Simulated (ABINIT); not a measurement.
The system is LiH.

```
Li H
1.0
     0.00000    2.03675    2.03675
     2.03675    0.00000    2.03675
     2.03675    2.03675    0.00000
Li H
1 1
Direct
  0.00000 0.00000 0.00000
  0.50000 0.50000 0.50000
```

Base run:

| Quantity | Value |
| --- | --- |
| Program | ABINIT 10.8.3 (patched build) |
| Functional | PBE |
| Potentials or basis | JTH PAW PBE v2.0 |
| Cutoff | 680 eV |
| k mesh | 11 × 11 × 11 |
| Occupations | fermi-dirac, width 0.05 eV |
| Spin | no spin polarisation |

Its results: band gap on the k mesh 3.19 eV, direct; pressure -1.9 GPa.

Problem. The run is repeated on the same cell with these changes: functional from PBE to PBEsol; potentials or basis from JTH PAW PBE v2.0 to PseudoDojo NC SR PBEsol v0.4.1 standard; cutoff from 680 eV to 1007 eV. What comes out?

Solution. Band gap on the k mesh 2.98 eV, direct; pressure -2.3 GPa.

Caveats: the mesh misses the band edges, which the band path finds closer together.

Not every run made on this cell is shown here.
